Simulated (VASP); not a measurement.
# SnS2 (P-3m1) in VASP: further runs

Aim: see how the results for SnS2 move with the level of theory and the settings. Levels: PBE+D3(BJ), HSE06, PBE0. Tasks: band structure.

All numbers are computed with VASP 6.6.1; they aren't measurements. Logs are shortened: lines on timing, memory, paths and dates and some standing lists are left out, and cuts for length are marked.

### Step 1. Starting point

Symmetry: P-3m1, No. 164, trigonal system. Conventional cell: a = 3.667 Å, b = 3.667 Å, c = 5.811 Å, α = 90.00°, β = 90.00°, γ = 120.00°. Around Sn (site symmetry -3m) lie 6 S at 2.58 Å. Around S (site symmetry 3m) lie 3 Sn at 2.58 Å.

### Step 2. Band structure, PBE+D3(BJ)

INCAR

```
  PREC = Accurate
  ENCUT = 520
  EDIFF = 1E-7
  ISMEAR = 0
  SIGMA = 0.03
  LREAL = F
  LASPH = T
  NELM = 80
  ALGO = Normal
  ISIF = 2
  LWAVE = F
  LCHARG = F
  GGA = PE
  IVDW = 12
  NBANDS = 20
  KPAR = 4
```

KPOINTS

```
Automatic mesh
0
Gamma
  6 6 3
```

POSCAR

```
SnS2                                    
1.0
    3.6670894380      0.0000000000     -0.0000000000
   -1.8335447190      3.1757926068      0.0000000000
    0.0000000000      0.0000000000      5.8110411895
  Sn              S             
     1     2
Direct
     1.0000000000000000    0.0000000000000000    0.0000000000000000
     0.3333333300000021    0.6666666699999979    0.2543524707143575
     0.6666666699999979    0.3333333300000021    0.7456475292856425
```

KPOINTS_OPT

```
explicit points
6
Reciprocal
 0.0000000000  0.0000000000  0.0000000000 1
 0.0000000000  0.0000000000  0.5000000000 1
 0.3333333333  0.3333333333  0.5000000000 1
 0.3333333333  0.3333333333  0.0000000000 1
 0.5000000000  0.0000000000  0.5000000000 1
 0.5000000000  0.0000000000  0.0000000000 1
```

Potentials or basis: VASP PAW PBE potentials, release 64 (Sn_d, S).

The run is started by

```sh
$ cat potpaw_PBE.64/Sn_d/POTCAR potpaw_PBE.64/S/POTCAR > POTCAR
$ mpirun -np 4 vasp_std > vasp.out
```

OUTCAR:

```text
PREC = Accurate
   ENCUT = 520
   EDIFF = 1E-7
   ISMEAR = 0
   LREAL = F
   LASPH = T
   NELM = 80
   ISIF = 2
   GGA = PE
   IVDW = 12
 IVDW          = 12

 ion  position               nearest neighbor table
   1  0.000  0.000  0.000-   2 2.58   3 2.58   2 2.58   3 2.58   3 2.58   2 2.58
   2  0.333  0.667  0.254-   1 2.58   1 2.58   1 2.58
   3  0.667  0.333  0.746-   1 2.58   1 2.58   1 2.58

  LATTYP: Found a hexagonal cell.
 ALAT       =     3.6670894380
 C/A-ratio  =     1.5846467035

  Lattice vectors:

 A1 = (   3.6670894380,   0.0000000000,   0.0000000000)
 A2 = (  -1.8335447190,   3.1757926068,   0.0000000000)
 A3 = (   0.0000000000,   0.0000000000,   5.8110411895)

Analysis of symmetry for initial positions (statically):
=====================================================================
 Subroutine PRICEL returns:
 Original cell was already a primitive cell.

 Routine SETGRP: Setting up the symmetry group for a
 hexagonal supercell.

 Subroutine GETGRP returns: Found 12 space group operations
 (whereof 12 operations were pure point group operations)
 out of a pool of 24 trial point group operations.

The static configuration has the point symmetry D_3d.

Analysis of symmetry for dynamics (positions and initial velocities):
=====================================================================
 Subroutine PRICEL returns:
 Original cell was already a primitive cell.

 Routine SETGRP: Setting up the symmetry group for a
 hexagonal supercell.

 Subroutine GETGRP returns: Found 12 space group operations
 (whereof 12 operations were pure point group operations)
 out of a pool of 24 trial point group operations.

The dynamic configuration has the point symmetry D_3d.

 Subroutine INISYM returns: Found 12 space group operations
 (whereof 12 operations are pure point group operations),
 and found     1 'primitive' translations

----------------------------------------------------------------------------------------

                                     Primitive cell

  volume of cell :      67.6749

  direct lattice vectors                    reciprocal lattice vectors
     3.667089438  0.000000000  0.000000000     0.272695831  0.157441011  0.000000000
    -1.833544719  3.175792607  0.000000000     0.000000000  0.314882023  0.000000000
     0.000000000  0.000000000  5.811041190     0.000000000  0.000000000  0.172086201

  length of vectors
     3.667089438  3.667089434  5.811041190     0.314882022  0.314882023  0.172086201

  position of ions in fractional coordinates (direct lattice)
     0.000000000  0.000000000  0.000000000
     0.333333330  0.666666670  0.254352471
     0.666666670  0.333333330  0.745647529

  ion indices of the primitive-cell ions
   primitive index   ion index
                 1           1
                 2           2
                 3           3

----------------------------------------------------------------------------------------

 KPOINTS: Automatic mesh

Automatic generation of k-mesh.
 Grid dimensions read from file:
 generate k-points for:    6    6    3

 Generating k-lattice:

  Cartesian coordinates                     Fractional coordinates (reciprocal lattice)
     0.045449305  0.026240169  0.000000000     0.166666667 -0.000000000  0.000000000
     0.000000000  0.052480337  0.000000000     0.000000000  0.166666667  0.000000000
     0.000000000  0.000000000  0.057362067     0.000000000  0.000000000  0.333333333

  Length of vectors
     0.052480337  0.052480337  0.057362067

  Shift w.r.t. Gamma in fractional coordinates (k-lattice)
     0.000000000  0.000000000  0.000000000

 Subroutine IBZKPT returns following result:
 ===========================================

 Found     17 irreducible k-points:

 Following reciprocal coordinates:
            Coordinates               Weight
  0.000000  0.000000  0.000000      1.000000
  0.166667  0.000000  0.000000      6.000000
  0.333333  0.000000  0.000000      6.000000
  0.500000  0.000000  0.000000      3.000000
  0.166667  0.166667  0.000000      6.000000
  0.333333  0.166667  0.000000     12.000000
[... 9 lines left out ...]
 -0.166667  0.500000  0.333333     12.000000
  0.333333  0.333333  0.333333      4.000000
   k-points           NKPTS =     17   k-points in BZ     NKDIM =     17   number of bands    NBANDS=     20
   number of dos      NEDOS =    301   number of ions     NIONS =      3
   total plane-waves  NPLWV =  37632
   dimension x,y,z NGX =    28 NGY =   28 NGZ =   48
   dimension x,y,z NGXF=    56 NGYF=   56 NGZF=   96
   ions per type =               1   2
   NGX,Y,Z   is equivalent  to a cutoff of  12.69, 12.69, 13.73 a.u.
   NGXF,Y,Z  is equivalent  to a cutoff of  25.39, 25.39, 27.46 a.u.
 SYSTEM =  unknown system
   PREC   = accura    normal or accurate (medium, high low for compatibility)
   ISTART =      0    job   : 0-new  1-cont  2-samecut
   ICHARG =      2    charge: 1-file 2-atom 10-const
   ISPIN  =      1    spin polarized calculation?
   LNONCOLLINEAR =      F non collinear calculations
   LSORBIT =      F    spin-orbit coupling
   LASPH  =      T    aspherical Exc in radial PAW
   ENCUT  =  520.0 eV  38.22 Ry    6.18 a.u.   6.82  6.82 10.80*2*pi/ulx,y,z
   NELM   =     80;   NELMIN=  2; NELMDL= -5     # of ELM steps
   EDIFF  = 0.1E-06   stopping-criterion for ELM
   LREAL  =      F    real-space projection
   EDIFFG = 0.1E-05   stopping-criterion for IOM
   NSW    =      0    number of steps for IOM
   IBRION =     -1    ionic relax: 0-MD 1-quasi-New 2-CG
   NFREE  =      0    steps in history (QN), initial steepest desc. (CG)
   ISIF   =      2    stress and relaxation
   ISYM   =      2    0-nonsym 1-usesym 2-fastsym
   POTIM  = 0.5000    time-step for ionic-motion
   TEBEG  =    0.0;   TEEND  =   0.0 temperature during run
   PSTRESS=    0.0 pullay stress
   NELECT =      26.0000    total number of electrons
   NUPDOWN=      -1.0000    fix difference up-down
   EMIN   =  10.00;   EMAX   =-10.00  energy-range for DOS
   EFERMI =   0.00;   METHOD = LEGACY
   ISMEAR =     0;   SIGMA  =   0.03  broadening in eV -4-tet -1-fermi 0-gaus
   EFERMI_NEDOS =   21; number of points for ismear=-14 and -15
   IALGO  =     38    algorithm
   IMIX   =      4    mixing-type and parameters
     AMIX     =   0.40;   BMIX     =  1.00
     AMIX_MAG =   1.60;   BMIX_MAG =  1.00
  volume/ion in A,a.u.               =      22.56       152.23
  Fermi-wavevector in a.u.,A,eV,Ry     =   1.190118  2.248997 19.271037  1.416381
  Thomas-Fermi vector in A             =   2.326210
   LORBIT       =      0    0 simple, 1 ext, 2 COOP (PROOUT), +10 PAW based schemes
   GGA     = PE    functional components
   LHFCALC =     F    Hartree Fock is set to
   AEXX    =    0.0000 exact exchange contribution
   IVDW    =    12    specifies the selected vdW correction
   LEPSILON=     F    determine dielectric tensor
   LRPA    =     F    only Hartree local field effects (RPA)
 non-spin polarized calculation
 Gauss-broadening in eV      SIGMA  =   0.03
  energy-cutoff  :      520.00
  volume of cell :       67.67
 maximum number of plane-waves:      1836
 NGX is ok and might be reduce to    28
   NGX = 13   NGY = 13   NGZ = 21

 number of electron      26.0000010 magnetization

 Free energy of the ion-electron system (eV)
  ---------------------------------------------------
  ext. energy  EPLUGINS =         0.00000000
  ---------------------------------------------------
  free energy    TOTEN  =       -13.14369887 eV

  energy without entropy =      -13.14369887  energy(sigma->0) =      -13.14369887

 E-fermi :   4.9603     XC(G=0):  -9.6596

 val. band max:        4.8323909592   @ k =   0.0000   0.0000   0.0000
 cond. band min:       6.1389282087   @ k =   0.5000   0.0000   0.3333
 fundamental gap:      1.3065372495
 Fermi energy:         4.9603031439

 k-point     1 :       0.0000    0.0000    0.0000
  band No.  band energies     occupation
      1     -16.1910      2.00000
      2     -16.1910      2.00000
      3     -16.1523      2.00000
      4     -16.1259      2.00000
      5     -16.1259      2.00000
      6      -8.9750      2.00000
[... 12 lines left out ...]
     19      14.3095      0.00000
     20      14.3095      0.00000

 k-point     2 :       0.1667    0.0000    0.0000
  band No.  band energies     occupation
      1     -16.2073      2.00000
      2     -16.1770      2.00000
      3     -16.1424      2.00000
      4     -16.1334      2.00000
      5     -16.1239      2.00000
      6      -8.6728      2.00000
[... 12 lines left out ...]
     19      13.6692      0.00000
     20      14.5361      0.00000

 k-point     3 :       0.3333    0.0000    0.0000
  band No.  band energies     occupation
      1     -16.2454      2.00000
      2     -16.1617      2.00000
      3     -16.1548      2.00000
      4     -16.1108      2.00000
      5     -16.1069      2.00000
      6      -7.8506      2.00000
[... 12 lines left out ...]
     19      14.0957      0.00000
     20      15.3866      0.00000

 k-point     4 :       0.5000    0.0000    0.0000
  band No.  band energies     occupation
      1     -16.2654      2.00000
      2     -16.1621      2.00000
      3     -16.1603      2.00000
      4     -16.0973      2.00000
      5     -16.0921      2.00000
      6      -7.1048      2.00000
[... 12 lines left out ...]
     19      15.2277      0.00000
     20      15.9763      0.00000

 k-point     5 :       0.1667    0.1667    0.0000
  band No.  band energies     occupation
      1     -16.2257      2.00000
      2     -16.1734      2.00000
      3     -16.1431      2.00000
      4     -16.1313      2.00000
      5     -16.1075      2.00000
      6      -8.1037      2.00000
[... 12 lines left out ...]
     19      12.3415      0.00000
     20      15.5948      0.00000

 k-point     6 :       0.3333    0.1667    0.0000
  band No.  band energies     occupation
      1     -16.2446      2.00000
      2     -16.1763      2.00000
      3     -16.1495      2.00000
      4     -16.1123      2.00000
      5     -16.0956      2.00000
      6      -7.1977      2.00000
[... 12 lines left out ...]
     19      13.7242      0.00000
     20      15.4301      0.00000

 k-point     7 :       0.3333    0.3333    0.0000
  band No.  band energies     occupation
      1     -16.2126      2.00000
      2     -16.2126      2.00000
      3     -16.1247      2.00000
      4     -16.1247      2.00000
      5     -16.1035      2.00000
      6      -6.5563      2.00000
[... 12 lines left out ...]
     19      13.7226      0.00000
     20      13.7226      0.00000
[... 116 lines left out ...]
 k-point    13 :       0.5000    0.0000    0.3333
  band No.  band energies     occupation
      1     -16.2657      2.00000
      2     -16.1622      2.00000
      3     -16.1604      2.00000
      4     -16.0971      2.00000
      5     -16.0921      2.00000
      6      -7.0187      2.00000
[... 12 lines left out ...]
     19      15.0178      0.00000
     20      16.6982      0.00000

 k-point    14 :       0.1667    0.1667    0.3333
  band No.  band energies     occupation
      1     -16.2259      2.00000
      2     -16.1735      2.00000
      3     -16.1432      2.00000
      4     -16.1312      2.00000
      5     -16.1074      2.00000
      6      -7.9686      2.00000
[... 12 lines left out ...]
     19      13.3979      0.00000
     20      14.1250      0.00000

 k-point    15 :       0.3333    0.1667    0.3333
  band No.  band energies     occupation
      1     -16.2448      2.00000
      2     -16.1764      2.00000
      3     -16.1495      2.00000
      4     -16.1122      2.00000
      5     -16.0955      2.00000
      6      -7.1017      2.00000
[... 12 lines left out ...]
     19      14.3644      0.00000
     20      15.2913      0.00000

 k-point    16 :      -0.1667    0.5000    0.3333
  band No.  band energies     occupation
      1     -16.2448      2.00000
      2     -16.1763      2.00000
      3     -16.1496      2.00000
      4     -16.1122      2.00000
      5     -16.0955      2.00000
      6      -7.1021      2.00000
[... 12 lines left out ...]
     19      13.8402      0.00000
     20      15.1689      0.00000

 k-point    17 :       0.3333    0.3333    0.3333
  band No.  band energies     occupation
      1     -16.2128      2.00000
      2     -16.2128      2.00000
      3     -16.1248      2.00000
      4     -16.1248      2.00000
      5     -16.1033      2.00000
      6      -6.5397      2.00000
[... 12 lines left out ...]
     19      14.2660      0.00000
     20      14.2660      0.00000

------------------------ aborting loop because EDIFF is reached ----------------------------------------

 Edisp (eV)   -0.98484

 E8    (eV) :    -0.4024

  FORCE on cell =-STRESS in cart. coord.  units (eV):
  Direction    XX          YY          ZZ          XY          YZ          ZX
  --------------------------------------------------------------------------------------
  -------------------------------------------------------------------------------------
  Total       0.00830     0.00830    -0.00542     0.00000    -0.00000     0.00000
  in kB       0.19652     0.19652    -0.12833     0.00000    -0.00000     0.00000
  external pressure =        0.09 kB  Pullay stress =        0.00 kB

 VOLUME and BASIS-vectors are now :
 -----------------------------------------------------------------------------
  energy-cutoff  :      520.00
  volume of cell :       67.67
      direct lattice vectors                 reciprocal lattice vectors
     3.667089438  0.000000000  0.000000000     0.272695831  0.157441011  0.000000000
    -1.833544719  3.175792607  0.000000000     0.000000000  0.314882023  0.000000000
     0.000000000  0.000000000  5.811041190     0.000000000  0.000000000  0.172086201

 POSITION                                       TOTAL-FORCE (eV/Angst)
 -----------------------------------------------------------------------------------
      0.00000      0.00000      0.00000         0.000000      0.000000      0.000000
     -0.00000      2.11720      1.47805        -0.000000      0.000000     -0.017522
      1.83354      1.05860      4.33299        -0.000000     -0.000000      0.017522
 -----------------------------------------------------------------------------------
    total drift:                               -0.000000     -0.000000      0.000000

  FREE ENERGIE OF THE ION-ELECTRON SYSTEM (eV)
  ---------------------------------------------------
  free  energy   TOTEN  =       -14.1285376849 eV

  energy  without entropy=      -14.1285376849  energy(sigma->0) =      -14.12853768
```

Wall time 5.9 s (4 MPI ranks of AMD EPYC 9R45 (Zen 5), shared host); peak memory 0.19 GiB.

What came out:

| Quantity | Value |
| --- | --- |
| Free energy | -14.1285 eV |
| Pressure | 0.0 GPa |
| Largest force | 0.018 eV/Å |
| Band gap on the k mesh | 1.31 eV, indirect (least direct gap 1.75 eV) |
| Band gap along the path | 1.39 eV, indirect (least direct gap 1.75 eV) |
| Dispersion energy per atom | -0.328 eV |

Forces on the atoms (eV/Å):
```
Sn   0.000  0.000  0.000
S    0.000  0.000 -0.018
S    0.000  0.000  0.018
```

Caveat: spin-orbit coupling is left out, which moves the levels of the heavy elements.

### Step 3. Band structure, HSE06

POSCAR is that of step 2.

INCAR.step1

```
  PREC = Accurate
  ENCUT = 520
  EDIFF = 1E-5
  ISMEAR = 0
  SIGMA = 0.03
  LREAL = F
  LASPH = T
  NELM = 80
  ALGO = Normal
  ISIF = 2
  LWAVE = T
  LCHARG = F
  NBANDS = 20
  KPAR = 4
  GGA = PE
```

INCAR.step2

```
  PREC = Accurate
  ENCUT = 520
  EDIFF = 1E-7
  ISMEAR = 0
  SIGMA = 0.03
  LREAL = F
  LASPH = T
  NELM = 80
  ALGO = Normal
  ISIF = 2
  LWAVE = F
  LCHARG = F
  GGA = PE
  LHFCALC = T
  HFSCREEN = 0.2
  PRECFOCK = Fast
  NBANDS = 20
  KPAR = 4
  ISTART = 1
```

KPOINTS is that of step 2.

KPOINTS_OPT is that of step 2.

Potentials or basis: VASP PAW PBE potentials, release 64 (Sn_d, S).

The run is started by

```sh
$ cat potpaw_PBE.64/Sn_d/POTCAR potpaw_PBE.64/S/POTCAR > POTCAR
$ cp INCAR.step1 INCAR
$ mpirun -np 4 vasp_std > vasp.out
$ cp INCAR.step2 INCAR
$ mpirun -np 4 vasp_std > vasp.out
```

Wall time 7.5 min (4 MPI ranks of AMD EPYC 9R45 (Zen 5), shared host); peak memory 0.32 GiB.

Results (log left out):

```
Free energy             : -16.2042 eV
Pressure                : -0.9 GPa
Largest force           : 0.527 eV/Å
Band gap on the k mesh  : 2.19 eV, indirect (least direct gap 2.72 eV)
Band gap along the path : 2.27 eV, indirect (least direct gap 2.72 eV)
```

Forces in eV/Å, atoms in the order of the input:
```
Sn   0.000  0.000  0.000
S    0.000  0.000 -0.527
S    0.000  0.000  0.527
```

Levels at points of the mesh, in eV from the valence-band top:
| k point | band 9 | band 10 | band 11 | band 12 | band 13 | band 14 | band 15 | band 16 | band 17 | band 18 |
| --- | --- | --- | --- | --- | --- | --- | --- | --- | --- | --- |
| (0.00, 0.00, 0.00) | -0.73 | -0.73 | -0.44 | -0.44 | 0.00 | 2.72 | 4.52 | 6.47 | 6.47 | 10.15 |
| (0.50, 0.00, 0.00) | -4.70 | -3.10 | -2.80 | -1.20 | -0.32 | 2.50 | 5.41 | 6.82 | 7.12 | 8.87 |

Caveat: the PAW data sets were made with another functional, which shifts forces and pressure a little; spin-orbit coupling is left out, which moves the levels of the heavy elements; this functional lacks dispersion, which binds the layers, so the pressure and a relaxed spacing across them are unreliable.

### Step 4. Band structure, PBE0

POSCAR is that of step 3.

INCAR.step1 is that of step 3.

Changes to INCAR.step2 since step 3:

```diff
@@ -14,4 +14,5 @@
   LHFCALC = T
-  HFSCREEN = 0.2
+  AEXX = 0.25
   PRECFOCK = Fast
+  HFRCUT = -1
   NBANDS = 20
```

KPOINTS is that of step 3.

KPOINTS_OPT is that of step 3.

The run is started by

```sh
$ cat potpaw_PBE.64/Sn_d/POTCAR potpaw_PBE.64/S/POTCAR > POTCAR
$ cp INCAR.step1 INCAR
$ mpirun -np 4 vasp_std > vasp.out
$ cp INCAR.step2 INCAR
$ mpirun -np 4 vasp_std > vasp.out
```

Run time: 8.1 min. Hardware: 4 MPI ranks of AMD EPYC 9R45 (Zen 5), shared host; peak memory 0.24 GiB.

Results (log left out):

| Property | Result |
| --- | --- |
| Free energy | -17.6959 eV |
| Pressure | -1.1 GPa |
| Largest force | 0.542 eV/Å |
| Band gap on the k mesh | 2.89 eV, indirect (least direct gap 3.40 eV) |
| Band gap along the path | 2.96 eV, indirect (least direct gap 3.40 eV) |

Forces on the atoms (eV/Å):
```
Sn   0.000  0.000  0.000
S    0.000  0.000 -0.542
S    0.000  0.000  0.542
```

Stress tensor (GPa, compression positive):
```
-1.09  0.00  0.00
 0.00 -1.09  0.00
 0.00  0.00 -1.17
```

Levels at points of the mesh, in eV from the valence-band top:
| k point | band 10 | band 11 | band 12 | band 13 | band 14 | band 15 | band 16 | band 17 |
| --- | --- | --- | --- | --- | --- | --- | --- | --- |
| (0.00, 0.00, 0.00) | -0.71 | -0.42 | -0.42 | 0.00 | 3.40 | 5.22 | 7.20 | 7.20 |
| (0.50, 0.00, 0.00) | -3.12 | -2.80 | -1.20 | -0.31 | 3.20 | 6.11 | 7.54 | 7.85 |

Caveat: the PAW data sets were made with another functional, which shifts forces and pressure a little; spin-orbit coupling is left out, which moves the levels of the heavy elements; this functional lacks dispersion, which binds the layers, so the pressure and a relaxed spacing across them are unreliable.

### Step 5. Summary

| level | screening parameter | exchange at q = 0 | gap on the mesh (eV) | pressure (GPa) | largest force (eV/Å) |
| --- | --- | --- | --- | --- | --- |
| PBE+D3(BJ) | - | - | 1.31 | 0.0 | 0.02 |
| HSE06 | 0.2 1/A | - | 2.19 | -0.9 | 0.53 |
| PBE0 | - | truncated | 2.89 | -1.1 | 0.54 |

Alike in all rows: task band structure; potentials or basis VASP PAW PBE potentials, release 64 (Sn_d, S); no spin polarisation; cell as given; k mesh 6 × 6 × 3; cutoff (eV) 520; smearing gaussian 0.03 eV.

On the cell as given the gap runs from 1.31 eV (PBE+D3(BJ)) to 2.89 eV (PBE0). The pressure there spans -1.1 GPa (PBE0) to 0.0 GPa (PBE+D3(BJ)); a positive pressure means that this level wants a larger cell, a negative one a smaller.

Caveats: spin-orbit coupling is left out, which moves the levels of the heavy elements; the PAW data sets were made with another functional, which shifts forces and pressure a little (some runs); this functional lacks dispersion, which binds the layers, so the pressure and a relaxed spacing across them are unreliable (some runs).

Absolute energies hang on the potentials; compare differences alone.
